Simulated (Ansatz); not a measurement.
# Al2O3: relaxation of cell and atoms with LDA

The system is Al2O3.

```xyz
10
Lattice="4.6138 0.0000 0.0000 0.0000 9.5633 0.0000 0.0000 0.0000 3.1199" Properties=species:S:1:pos:R:3 pbc="T T T"
Al    4.5352    7.8856    0.0000
Al    0.0785    1.6777    0.0000
Al    2.2283    6.4593    1.5599
Al    2.3854    3.1040    1.5599
O     2.3069    4.7816    1.5599
O     0.5704    7.2016    1.5599
O     1.7365    2.4200    0.0000
O     2.8773    7.1433    0.0000
O     0.0000    0.0000    0.0000
O     4.0434    2.3617    1.5599
```

Measurements of this composition are mostly on another form, of space group No. 167.

```yaml
Program: Ansatz 0.2.0
Task: relaxation of cell and atoms
Functional: LDA
Potentials_or_basis: Ansatz PAW
Cutoff: "420 eV (not typed: the program's choice for these potentials)"
k_mesh: 5 × 3 × 7
Occupations: fermi-dirac, width 0.05 eV
Spin: no spin polarisation
Target_pressure: 2 GPa
Target_pressure_GPa: 2
```

```yaml
Relaxed_volume: 12.08 Å³/atom
Relaxed_cell: a = 4.348 Å, b = 9.361 Å, c = 2.968 Å, α = 90.00°, β = 90.00°, γ = 90.00°
Space_group_after_relaxing_to_0.05_Å: Pnnm (No. 58)
Energy_change_on_relaxing_the_enthalpy_is_what_falls: -24.6 meV/atom
Ionic_steps: 19
Pressure_after_relaxing: 2.0 GPa
Band_gap_on_the_k_mesh: 3.60 eV, direct
```

Forces in eV/Å, atoms in the order of the input:
```
Al   0.002 -0.001  0.000
Al  -0.002  0.001  0.000
Al   0.002  0.001  0.000
Al  -0.002 -0.001  0.000
O    0.000  0.000  0.000
O   -0.002  0.002  0.000
O    0.002  0.002  0.000
O   -0.002 -0.002  0.000
O    0.000  0.000  0.000
O    0.002 -0.002  0.000
```

Step by step:
```csv
step,energy change (eV),largest force (eV/Å),volume (Å³)
1,0.0000,0.2026,137.66
2,-0.1670,0.1389,134.01
3,-0.2318,0.0779,130.11
4,-0.2550,0.0383,130.64
5,-0.2982,0.1913,132.33
6,-0.3155,0.2202,132.65
7,-0.3324,0.0512,130.29
8,-0.3333,0.0190,129.22
9,-0.3210,0.2187,126.39
10,-0.3100,0.1238,123.86
11,-0.3120,0.0480,123.71
12,-0.3127,0.0028,123.59
13,-0.2758,0.0027,123.59
14,-0.2674,0.0095,122.05
15,-0.2604,0.0162,121.11
16,-0.2610,0.0044,121.16
17,-0.2505,0.0044,121.16
18,-0.2478,0.0030,120.78
19,-0.2461,0.0030,120.78
```

Final structure:
```cif
data_structure
_symmetry_space_group_name_H-M 'P 1'
_symmetry_Int_Tables_number 1
_cell_length_a 4.3480
_cell_length_b 9.3609
_cell_length_c 2.9675
_cell_angle_alpha 90.000
_cell_angle_beta 90.000
_cell_angle_gamma 90.000
_cell_volume 120.78
loop_
_atom_site_label
_atom_site_type_symbol
_atom_site_fract_x
_atom_site_fract_y
_atom_site_fract_z
_atom_site_occupancy
Al1 Al 0.15460 0.83753 0.00000 1
Al2 Al 0.84540 0.16247 0.00000 1
Al3 Al 0.65460 0.66247 0.50000 1
Al4 Al 0.34540 0.33753 0.50000 1
O1 O 0.50000 0.50000 0.50000 1
O2 O 0.35837 0.79530 0.50000 1
O3 O 0.14163 0.29530 0.00000 1
O4 O 0.85837 0.70470 0.00000 1
O5 O 0.00000 0.00000 0.00000 1
O6 O 0.64163 0.20470 0.50000 1
```

Levels at points of the mesh, in eV from the valence-band top:
| k point | band 22 | band 23 | band 24 | band 25 | band 26 | band 27 |
| --- | --- | --- | --- | --- | --- | --- |
| (0.00, 0.00, 0.00) | -0.76 | -0.07 | 0.00 | 3.60 | 5.67 | 5.77 |

Run time: 36 s on 4 threads of Arm Neoverse V1, on a shared host, peak memory 0.46 GiB.

Caveat: odd divisions of the mesh miss points on the zone boundary, where band edges often lie, so the gap on the mesh can be too wide; the plane-wave basis is chosen anew once the cell has moved, so the energies of steps on either side of that aren't comparable; the pressure holds a Pulay correction of +0.8 GPa for the finite cutoff; the PAW data sets come from PBE, with cores solved anew for the run's functional, which leaves a small shift of forces and pressure. A k mesh can miss the band edges.
